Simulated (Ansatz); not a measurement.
# twin(10-12) boundary in hcp Co with Ta (substitutional): structure and resistance

Aim: the relaxed structure and the specific resistance of the twin(10-12) boundary in hcp Co with Ta (substitutional).

Method: Ansatz plane-wave DFT, PBE, PAW files, collinear spin; relaxation of a bicrystal slab with its lowest layers held; PAW set soft_1, in the first sound run; inputs show where later runs differ, in Ansatz 0.2.0.

## (1) The starting structure

The cell holds 27 atoms: 26 Co and 1 Ta. Cell: a = 5.963 Å, b = 2.505 Å, c = 31.041 Å, α = 90.0°, β = 90.0°, γ = 90.0°. It derives from Co. built on the (1 0 2) plane; 1 overlapping atoms removed and the grains opened by 0.2 Å. Vacuum lies along c.

## (2) Relaxing the bicrystal

The boundary is built by mirroring the lower grain in the boundary plane and removing any atoms that overlap; then the Ta is put in at the boundary. A thin bicrystal slab is relaxed first, with the lowest layers held and the upper grain free to shift and open.

Input file input.yaml:

```yaml
crystal:
  lattice:
    - [5.9626723849, 0.0, 0.0]
    - [0.0, 2.5054, 0.0]
    - [0.0, 0.0, 31.0405846678]
  atoms:
    - { symbol: Co, position: [0.0741388065, 0.4166666667, 0.1610794401], spin: 2.0 }
    - { symbol: Co, position: [0.3975869657, 0.9166666666, 0.1930385428], spin: 2.0 }
    - { symbol: Co, position: [0.8093110452, 0.9166666667, 0.2090180942], spin: 2.0 }
    - { symbol: Co, position: [0.1327592044, 0.4166666666, 0.2409771969], spin: 2.0 }
    - { symbol: Co, position: [0.5444832839, 0.4166666667, 0.2569567483], spin: 2.0 }
    - { symbol: Co, position: [0.8679314431, 0.9166666666, 0.288915851], spin: 2.0 }
    - { symbol: Co, position: [0.2796555226, 0.9166666667, 0.3048954023], spin: 2.0 }
    - { symbol: Co, position: [0.6031036818, 0.4166666666, 0.336854505], spin: 2.0 }
    - { symbol: Co, position: [0.0148277613, 0.4166666667, 0.3528340564], spin: 2.0 }
    - { symbol: Co, position: [0.3382759205, 0.9166666666, 0.3847931591], spin: 2.0 }
    - { symbol: Co, position: [0.75, 0.9166666667, 0.4007727104], spin: 2.0 }
    - { symbol: Ta, position: [0.0734481591, 0.4166666666, 0.4327318131] }
    - { symbol: Co, position: [0.75, 0.9166666667, 0.4711340934], spin: 2.0 }
    - { symbol: Co, position: [0.3382759205, 0.9166666666, 0.4871136448], spin: 2.0 }
    - { symbol: Co, position: [0.0148277613, 0.4166666667, 0.5190727475], spin: 2.0 }
    - { symbol: Co, position: [0.6031036818, 0.4166666666, 0.5350522988], spin: 2.0 }
    - { symbol: Co, position: [0.2796555226, 0.9166666667, 0.5670114015], spin: 2.0 }
    - { symbol: Co, position: [0.8679314431, 0.9166666666, 0.5829909529], spin: 2.0 }
    - { symbol: Co, position: [0.5444832839, 0.4166666667, 0.6149500556], spin: 2.0 }
    - { symbol: Co, position: [0.1327592044, 0.4166666666, 0.630929607], spin: 2.0 }
    - { symbol: Co, position: [0.8093110452, 0.9166666667, 0.6628887097], spin: 2.0 }
    - { symbol: Co, position: [0.3975869657, 0.9166666666, 0.678868261], spin: 2.0 }
    - { symbol: Co, position: [0.0741388065, 0.4166666667, 0.7108273637], spin: 2.0 }
    - { symbol: Co, position: [0.662414727, 0.4166666666, 0.7268069151], spin: 2.0 }
    - { symbol: Co, position: [0.3389665678, 0.9166666667, 0.7587660178], spin: 2.0 }
    - { symbol: Co, position: [0.9272424883, 0.9166666666, 0.7747455691], spin: 2.0 }
    - { symbol: Co, position: [0.6037943291, 0.4166666667, 0.8067046718], spin: 2.0 }
magnetization:
  spin_polarized: true
kpoints:
  mp_grid: { grid: [4, 9, 1] }
hamiltonian:
  xc: pbe
  pseudopotentials: { kind: paw, azcp: { folder: soft_1 } }
scf:
  occupations: { method: fermi_dirac, width: 0.1 }
relax:
  f_tol: 0.03
  max_steps: 80
  constraints: [{ sites: [0, 1, 2, 3, 4, 5] }]
```

The run is started by

```
$ ansatz run input.yaml --threads 4 --pin off --max-ram 15360MiB --backend cpu --events-out ev --progress --plain --runs-dir out
```

Numbers of over 12 decimals in the logs are rounded to 6 here.

What it wrote:

```text
Engine: ansatz 0.2.0, aarch64-unknown-linux-gnu
Pseudopotentials: kind: paw
Pseudopotential: Co, paw, valence charge 17, recommended cutoff 420 eV (normal), soft_1/Co.paw.azcp
Pseudopotential: Ta, paw, valence charge 13, recommended cutoff 420 eV (normal), soft_1/Ta.paw.azcp
Functional definition: PBE
  parameter kappa = 0.804
  parameter beta = 0.066725
  exchange = pbe_x(kappa = kappa, mu = beta*pi^2/3)
  correlation = pbe_c(beta = beta)
Crystal: 27 atoms, lattice volume = 463.712 Å³
Basis set: ecut = 420 eV, 8989 PW (Γ), exchange–correlation on 80×36×432 points (8 copies of the dense FFT grid, shifted against one another)
Bands: 305, of which v1, the nominal top of the filled ones, is band 228 counted from 1 (227 counted from 0)
Symmetry: 2 space group operations
Space group: Pm (ITA 6), of the structure as read, at distance tolerance 7.7e-5 Å
Magnetic group: BNS 6.18 (UNI 25), of the structure as read, at distance tolerance 7.7e-5 Å
k-points: 15 of 36 (time reversal used)
Non-local potential: Co, projectors of the file, l = 0: 3, l = 1: 2, l = 2: 3, l = 3: 1
Non-local potential: Ta, projectors of the file, l = 0: 3, l = 1: 2, l = 2: 2, l = 3: 1
PAW form: soft (Blöchl's): semilocal exchange-correlation on the pseudo side does not see the compensation charge
PAW one-centre angular grid: Co, 590 points (default); XC on 64 Gauss nodes
PAW one-centre angular grid: Ta, 590 points (default); XC on 64 Gauss nodes
Initial density: superposition of atomic densities (neutral atoms: chi_scale 0, normalization atom)
Starting moments: Σ|m| = 52 μB on 26 of 27 sites
Initial wavefunctions: pseudopotential atomic-orbital guess
Functional: x = pbe(κ = 0.804, μ = 0.219515), c = pbe(β = 0.066725)
SCF iter   1: F=—  HF=-143197.753707 eV  |F-HF|=—  |Δ(HF+E_count)|=         —  Δρ=5.15e-2 (↑2.45e-2 ↓5.15e-2)  dr2=9.42e1  dr2_m=1.93e0  M=47.708 μB ∫|m|=49.833 μB  β_m=0.30  ethr=3.10e-3  ⟨swp⟩=6.8  Hψ=36574  notcnv=0  defer=687
Mixer restart at iter 1: flushing history
preconditioner: auto → LDOS  [metal: Δε(μ)=0.003 eV  Ē_g=7.736 eV  σ=0.100 eV  W_gap=0.01  n_scr=132 (ndim 8)  ℏωp=26.7 eV  f_vac=0.301  D(μ)=29.53/eV (n_scr^D=340)]
spin=Collinear: LDOS preconditioning applied to the charge; magnetization (m = ρ↑ − ρ↓) channel mixes plain (no charge-response kernel on spin).
SCF iter   2: F=—  HF=-143190.215607 eV  |F-HF|=—  |Δ(HF+E_count)|=    7.54e0  Δρ=2.67e-2 (↑2.67e-2 ↓1.70e-2)  dr2=2.49e1  dr2_m=1.13e0  M=47.034 μB ∫|m|=49.761 μB  β_m=0.31  ethr=3.10e-3  ⟨swp⟩=2.6  Hψ=15161  notcnv=0  defer=1097
SCF iter   3: F=—  HF=-143197.775630 eV  |F-HF|=—  |Δ(HF+E_count)|=    7.56e0  Δρ=1.25e-2 (↑1.25e-2 ↓1.12e-2)  dr2=6.37e0  dr2_m=3.08e-1  M=45.889 μB ∫|m|=49.059 μB  β_m=0.41  ethr=3.10e-3  ⟨swp⟩=2.3  Hψ=11001  notcnv=0  defer=1104
SCF iter   4: F=—  HF=-143204.566706 eV  |F-HF|=—  |Δ(HF+E_count)|=    6.79e0  Δρ=8.66e-3 (↑5.35e-3 ↓8.66e-3)  dr2=3.09e-1  dr2_m=1.58e-1  M=44.009 μB ∫|m|=48.177 μB  β_m=0.70  ethr=1.40e-3  ⟨swp⟩=2.6  Hψ=12373  notcnv=0  defer=1110
SCF iter   5: F=—  HF=-143206.553155 eV  |F-HF|=—  |Δ(HF+E_count)|=    1.99e0  Δρ=1.30e-2 (↑4.22e-3 ↓1.30e-2)  dr2=9.07e-1  dr2_m=1.42e-1  M=42.264 μB ∫|m|=47.012 μB  β_m=0.70  ethr=6.78e-5  ⟨swp⟩=2.4  Hψ=17648  notcnv=0  defer=1127
SCF iter   6: F=—  HF=-143206.552578 eV  |F-HF|=—  |Δ(HF+E_count)|=   5.78e-4  Δρ=6.10e-3 (↑6.10e-3 ↓5.03e-3)  dr2=2.36e-1  dr2_m=1.01e-1  M=40.740 μB ∫|m|=45.808 μB  β_m=0.85  ethr=6.78e-5  ⟨swp⟩=2.1  Hψ=17048  notcnv=0  defer=1134
SCF iter   7: F=—  HF=-143206.828692 eV  |F-HF|=—  |Δ(HF+E_count)|=         —  Δρ=8.50e-3 (↑8.50e-3 ↓7.41e-3)  dr2=6.25e-1  dr2_m=1.04e-1  M=40.539 μB ∫|m|=45.266 μB  β_m=0.85  ethr=5.19e-5  ⟨swp⟩=2.1  Hψ=18003  notcnv=0  defer=1170
SCF iter   8: F=—  HF=-143206.800510 eV  |F-HF|=—  |Δ(HF+E_count)|=   2.82e-2  Δρ=5.99e-3 (↑5.99e-3 ↓4.84e-3)  dr2=7.53e-1  dr2_m=1.24e-2  M=40.431 μB ∫|m|=45.035 μB  β_m=0.68  ethr=5.19e-5  ⟨swp⟩=2.5  Hψ=17326  notcnv=0  defer=1177
SCF iter   9: F=—  HF=-143206.690251 eV  |F-HF|=—  |Δ(HF+E_count)|=   1.10e-1  Δρ=2.53e-3 (↑1.67e-3 ↓2.53e-3)  dr2=5.16e-2  dr2_m=3.61e-3  M=40.408 μB ∫|m|=45.036 μB  β_m=0.63  ethr=5.19e-5  ⟨swp⟩=2.4  Hψ=17468  notcnv=0  defer=1164
SCF iter  10: F=—  HF=-143206.683985 eV  |F-HF|=—  |Δ(HF+E_count)|=   6.27e-3  Δρ=1.01e-3 (↑1.01e-3 ↓7.77e-4)  dr2=9.95e-3  dr2_m=8.14e-4  M=40.445 μB ∫|m|=45.062 μB  β_m=0.54  ethr=1.13e-5  ⟨swp⟩=3.0  Hψ=17457  notcnv=0  defer=1159
SCF iter  11: F=—  HF=-143206.682526 eV  |F-HF|=—  |Δ(HF+E_count)|=   1.46e-3  Δρ=4.67e-4 (↑4.67e-4 ↓3.31e-4)  dr2=1.02e-3  dr2_m=3.51e-4  M=40.456 μB ∫|m|=45.058 μB  β_m=0.57  ethr=2.19e-6  ⟨swp⟩=2.0  Hψ=12802  notcnv=0  defer=1160
SCF iter  12: F=—  HF=-143206.682624 eV  |F-HF|=—  |Δ(HF+E_count)|=   9.77e-5  Δρ=2.27e-4 (↑2.27e-4 ↓1.34e-4)  dr2=2.87e-4  dr2_m=6.31e-5  M=40.461 μB ∫|m|=45.050 μB  β_m=0.50  ethr=2.25e-7  ⟨swp⟩=2.6  Hψ=16725  notcnv=0  defer=1161
SCF iter  13: F=—  HF=-143206.682552 eV  |F-HF|=—  |Δ(HF+E_count)|=   7.14e-5  Δρ=6.72e-5 (↑4.62e-5 ↓6.72e-5)  dr2=4.59e-5  dr2_m=7.28e-6  M=40.462 μB ∫|m|=45.046 μB  β_m=0.55  ethr=6.30e-8  ⟨swp⟩=2.3  Hψ=15012  notcnv=0  defer=1161
SCF iter  14: F=—  HF=-143206.682558 eV  |F-HF|=—  |Δ(HF+E_count)|=   5.82e-6  Δρ=3.44e-5 (↑2.27e-5 ↓3.44e-5)  dr2=1.22e-5  dr2_m=2.02e-6  M=40.459 μB ∫|m|=45.043 μB  β_m=0.51  ethr=1.01e-8  ⟨swp⟩=2.2  Hψ=14899  notcnv=0  defer=1161
SCF iter  15: F=-143206.682541 eV  HF=-143206.682557 eV  |F-HF|=1.56e-5  |Δ(HF+E_count)|=   8.93e-7  Δρ=2.59e-5 (↑1.25e-5 ↓2.59e-5)  dr2=1.62e-5  dr2_m=4.76e-7  M=40.459 μB ∫|m|=45.043 μB  ethr=2.68e-9  ⟨swp⟩=2.8  Hψ=28992  notcnv=0
SCF 1 converged in 15 iterations: F = -143206.682541 eV  dr2 = 1.62e-5
  greatest PAW one-centre occupation: 1.002 electrons in one spin orbital (limit 2), on the Co atom at site 0 (counted from 0), in its partial waves of l = 1
relax step   1: F+E_penalty+E_count = -143206.68254148 eV  Δ(F+E_penalty+E_count) = +0.000e0 eV  max|allowed force component| = 1.745e0 eV/Å  Δτ_max = 0.0000 Å  (15 SCF iters, dr2 threshold 2.25e-5 eV, accepted)
Initial density: handed on by an earlier stage of this run
Starting moments: Σ|m| = 52 μB on 26 of 27 sites; this step starts from the density that it was given
Initial wavefunctions: those handed on with the density
iter 1 solved again at ethr=2.15e-4 eV; its pass at ethr=3.10e-3 eV (dr2=9.76e-1 eV) is discarded
SCF iter   1: F=—  HF=-143207.134581 eV  |F-HF|=—  |Δ(HF+E_count)|=         —  Δρ=6.32e-3 (↑5.84e-3 ↓6.32e-3)  dr2=8.92e-1  dr2_m=1.13e-1  M=40.414 μB ∫|m|=44.992 μB  β_m=0.30  ethr=2.15e-4  ⟨swp⟩=1.1  Hψ=30761  notcnv=0  defer=1152
[...]
SCF iter   9: F=-143207.247979 eV  HF=-143207.247987 eV  |F-HF|=7.71e-6  |Δ(HF+E_count)|=   9.14e-7  Δρ=3.16e-5 (↑1.41e-5 ↓3.16e-5)  dr2=9.46e-6  dr2_m=1.35e-6  M=40.645 μB ∫|m|=45.194 μB  ethr=3.59e-9  ⟨swp⟩=2.7  Hψ=30063  notcnv=0
SCF 3 converged in 9 iterations: F = -143207.247979 eV  dr2 = 9.46e-6
relax step   3: F+E_penalty+E_count = -143207.24797918 eV  Δ(F+E_penalty+E_count) = -1.454e-1 eV  max|allowed force component| = 2.866e-1 eV/Å  Δτ_max = 0.2000 Å  (9 SCF iters, dr2 threshold 5.58e-5 eV, accepted)
[...]
relax step   4: F+E_penalty+E_count = -143207.26559365 eV  Δ(F+E_penalty+E_count) = -1.761e-2 eV  max|allowed force component| = 1.580e-1 eV/Å  Δτ_max = 0.0771 Å  (10 SCF iters, dr2 threshold 7.56e-6 eV, accepted)
[...]
relax step   5: F+E_penalty+E_count = -143207.26853818 eV  Δ(F+E_penalty+E_count) = -2.945e-3 eV  max|allowed force component| = 2.156e-2 eV/Å  Δτ_max = 0.0209 Å  (10 SCF iters, dr2 threshold 2.30e-6 eV, accepted)
iter 1 solved again at ethr=3.37e-12 eV; its pass at ethr=3.10e-3 eV (dr2=1.53e-8 eV) is discarded
SCF iter   1: F=—  HF=-143207.268539 eV  |F-HF|=—  |Δ(HF+E_count)|=         —  Δρ=1.55e-6 (↑1.42e-6 ↓1.55e-6)  dr2=1.56e-8  dr2_m=5.81e-9  M=40.774 μB ∫|m|=45.347 μB  β_m=0.65  ethr=3.37e-12  ⟨swp⟩=2.3  Hψ=29245  notcnv=0  defer=1176
preconditioner: auto → LDOS  [metal: Δε(μ)=0.005 eV  Ē_g=7.626 eV  σ=0.100 eV  W_gap=0.01  n_scr=48 (ndim 8)  ℏωp=26.7 eV  f_vac=0.313  D(μ)=29.40/eV (n_scr^D=332)]
spin=Collinear: LDOS preconditioning applied to the charge; magnetization (m = ρ↑ − ρ↓) channel mixes plain (no charge-response kernel on spin).
SCF iter   2: F=—  HF=-143207.268539 eV  |F-HF|=—  |Δ(HF+E_count)|=   1.09e-8  Δρ=3.81e-6 (↑1.66e-6 ↓3.81e-6)  dr2=3.22e-7  dr2_m=7.61e-9  M=40.774 μB ∫|m|=45.347 μB  β_m=0.30  ethr=3.37e-12  ⟨swp⟩=3.0  Hψ=19101  notcnv=0  defer=1176
SCF iter   3: F=—  HF=-143207.268539 eV  |F-HF|=—  |Δ(HF+E_count)|=   4.48e-9  Δρ=3.71e-6 (↑1.16e-6 ↓3.71e-6)  dr2=3.01e-7  dr2_m=9.00e-9  M=40.774 μB ∫|m|=45.347 μB  β_m=0.48  ethr=3.37e-12  ⟨swp⟩=2.7  Hψ=16409  notcnv=0  defer=1176
SCF iter   4: F=-143207.268539 eV  HF=-143207.268539 eV  |F-HF|=6.39e-8  |Δ(HF+E_count)|=  5.82e-10  Δρ=2.34e-6 (↑7.56e-7 ↓2.34e-6)  dr2=6.70e-8  dr2_m=3.05e-9  M=40.774 μB ∫|m|=45.347 μB  ethr=3.37e-12  ⟨swp⟩=1.6  Hψ=23974  notcnv=0
SCF 6 converged in 4 iterations: F = -143207.268539 eV  dr2 = 6.70e-8
relax step   6: F+E_penalty+E_count = -143207.26853926 eV  Δ(F+E_penalty+E_count) = -1.084e-6 eV  max|allowed force component| = 2.138e-2 eV/Å  Δτ_max = 0.0000 Å  (4 SCF iters, accepted)
SCF converged after 4 iterations
Magnetization: 40.7744 μB (247.8872 up, 207.1128 down)
Absolute magnetization: 45.3906 μB (∫|ρ↑−ρ↓|, with the PAW one-centre terms)
Spin contamination: 0.8864 ħ² per cell (⟨S²⟩ above its minimum at these occupations)
Per-site moments (μB) at R_I (Å): [(1.877439, 1.033141), (1.829694, 1.033141), (1.784831, 1.033141), (1.713179, 1.030436), (1.671557, 1.005954), (1.709198, 1.022706), (1.664922, 1.003753), (1.573224, 1.005954), (1.497837, 1.022981), (1.317628, 0.972537), (1.463147, 0.972537), (-0.179163, 1.0334775), (1.472961, 0.971781), (1.310135, 0.971781), (1.500094, 1.024917), (1.576805, 1.007751), (1.655639, 1.001327), (1.690971, 1.012105), (1.680412, 1.007751), (1.660955, 1.015776), (1.660776, 1.012105), (1.687703, 1.019699), (1.660618, 1.008018), (1.709998, 0.957154), (1.758498, 1.001713), (1.783328, 1.001713), (1.815782, 0.957154)]
Free energy (F): -143207.268539 eV
Harris-Foulkes:  -143207.268539 eV  (|F-HF|=6.39e-8)
Internal energy: -143206.290955 eV  (E = F + TS)
E sigma→0 (E₀):  -143206.779747 eV
Entropy (-TS):   -0.977584 eV (-36.207 meV/atom)
Fermi energy:    10.609814 eV
--- Per-component energies (eV) ---
  E_band       = -10112.800180
  E_kinetic    = 7970.699100
  E_local      = -777634.051776  (includes V_loc(G=0)·N_el)
  E_nonlocal   = 11296.755167
  E_hartree    = 383044.363363
  E_xc         = -2708.033403
  E_vxc        = -3304.581757  (∫ρ·V_xc dr)
  E_paw        = -49174.629862  (= ΣΔE_a)
  E_vpaw       = -14530.410761  (= ΣTr[D̂ρ^β])
  E_aug_tail   = -0.000170  (compensation charges beyond the density's cutoff)
  E_ewald      = 283998.606627
  E_smearing   = -0.977584  (= −TS)
  E_closure    = -0.000000  (closes the sum)
  Σ components = -143207.268539   (vs F -143207.268539, Δ=0.00e0)
--- Forces (eV/Å), atoms counted from 1 ---
  atom   1  Co     0.16280992     0.00000000     0.97850018
  atom   2  Co    -0.11813028     0.00000000     0.16384913
  atom   3  Co     0.09192122     0.00000000    -0.27212049
  atom   4  Co    -0.04076166     0.00000000    -0.39369854
  atom   5  Co    -0.05173925     0.00000000    -0.22623540
  atom   6  Co    -0.05400029     0.00000000    -0.26406683
  atom   7  Co     0.00322727     0.00000000    -0.00177972
  atom   8  Co     0.00283400     0.00000000    -0.00556411
  atom   9  Co    -0.00760484     0.00000000    -0.00189181
  atom  10  Co    -0.00466020     0.00000000     0.01711545
  atom  11  Co    -0.00352411     0.00000000     0.00033567
  atom  12  Ta     0.02138240     0.00000000    -0.00046384
  atom  13  Co    -0.00312861     0.00000000     0.00854955
  atom  14  Co     0.00032844     0.00000000    -0.01638468
  atom  15  Co    -0.00761484     0.00000000     0.00256080
  atom  16  Co     0.00311057     0.00000000     0.00198756
  atom  17  Co     0.00279389     0.00000000     0.00264187
  atom  18  Co    -0.00546203     0.00000000    -0.00444302
  atom  19  Co     0.00462810     0.00000000    -0.00148347
  atom  20  Co    -0.00019907     0.00000000     0.00551269
  atom  21  Co    -0.00097954     0.00000000     0.00071783
  atom  22  Co    -0.00075723     0.00000000     0.00534144
  atom  23  Co     0.00652752     0.00000000    -0.00341772
  atom  24  Co     0.00186329     0.00000000     0.00330894
  atom  25  Co    -0.00079197     0.00000000    -0.00348451
  atom  26  Co    -0.00196954     0.00000000     0.00083447
  atom  27  Co    -0.00011133     0.00000000     0.00377770
  max |Σ_I F_I| component: 8.18e-6 eV/Å
--- Relaxed structure (6 steps of the walk, 6 accepted, 0 SCFs on fresh bases) ---
  F+E_penalty+E_count = -143207.26853926 eV   max|allowed force component| = 2.138e-2 eV/Å
  atoms:
    - { symbol: Co, position: [0.0741388065, 0.416667, 0.161079] }
    - { symbol: Co, position: [0.3975869657, 0.916667, 0.1930385428] }
    - { symbol: Co, position: [0.8093110452, 0.916667, 0.209018] }
    - { symbol: Co, position: [0.1327592044, 0.416667, 0.240977] }
    - { symbol: Co, position: [0.5444832839, 0.416667, 0.2569567483] }
    - { symbol: Co, position: [0.867931, 0.916667, 0.288916] }
    - { symbol: Co, position: [0.277412, 0.916667, 0.304818] }
    - { symbol: Co, position: [0.600125, 0.416667, 0.334790] }
    - { symbol: Co, position: [0.00733167, 0.416667, 0.352456] }
    - { symbol: Co, position: [0.338939, 0.916667, 0.382314] }
    - { symbol: Co, position: [0.725361, 0.916667, 0.398412] }
    - { symbol: Ta, position: [0.075449, 0.416667, 0.436552] }
    - { symbol: Co, position: [0.724622, 0.916667, 0.474682] }
    - { symbol: Co, position: [0.338387, 0.916667, 0.490666] }
    - { symbol: Co, position: [0.00614291, 0.416667, 0.520807] }
    - { symbol: Co, position: [0.599428, 0.416667, 0.538392] }
    - { symbol: Co, position: [0.276509, 0.916667, 0.567960] }
    - { symbol: Co, position: [0.866213, 0.916667, 0.584494] }
    - { symbol: Co, position: [0.542537, 0.416667, 0.616334] }
    - { symbol: Co, position: [0.133172, 0.416667, 0.631434] }
    - { symbol: Co, position: [0.812669, 0.916667, 0.662866] }
    - { symbol: Co, position: [0.398278, 0.916667, 0.679603] }
    - { symbol: Co, position: [0.077949, 0.416667, 0.710053] }
    - { symbol: Co, position: [0.664498, 0.416667, 0.725767] }
    - { symbol: Co, position: [0.340157, 0.916667, 0.759287] }
    - { symbol: Co, position: [0.938394, 0.916667, 0.772104] }
    - { symbol: Co, position: [0.620710, 0.416667, 0.800045] }
```

The job ended after 27 min (4 threads of Arm Neoverse V1, shared host; peak memory 4.7 GiB).

Step by step:

```csv
step,energy less that of the first step (eV),largest force component (eV/Å)
1,0.0000,1.7449
2,-0.4201,0.9450
3,-0.5654,0.2866
4,-0.5831,0.1580
5,-0.5860,0.0216
6,-0.5860,0.0214
```

The run keeps the 2 symmetry operations that it works with, so distortions that break them were not tested.

The atoms that moved most (Å):

```csv
atom,dx,dy,dz,length
Co27,0.101,0.000,-0.207,0.230
Co13,-0.151,0.000,0.110,0.187
Co11,-0.147,0.000,-0.073,0.164
Ta12,0.012,0.000,0.119,0.119
Co14,0.001,0.000,0.110,0.110
Co16,-0.022,0.000,0.104,0.106
Co26,0.066,0.000,-0.082,0.106
Co10,0.004,0.000,-0.077,0.077
```

This step gave:

| Quantity | Value |
| --- | --- |
| free energy | -143207.2685 eV |
| energy at zero smearing | -143206.7797 eV |
| Fermi energy | 10.61 eV |
| magnetization | 40.77 μB |
| absolute magnetization | 45.39 μB |

The largest force component on a free atom ends at 0.021 eV/Å, under the tolerance of 0.03, after 6 steps.

(Continued in part 2 of 3.)

[Logs are printed without paths, hosts, clocks, repeated set-up lines and the standing remarks that a program may print on its own settings, such as how far it seeks lower states.]

[Hosts, paths, dates, database ids (printed as entryN), source tags and the programs' standing remarks are cut or masked in the printed files.]
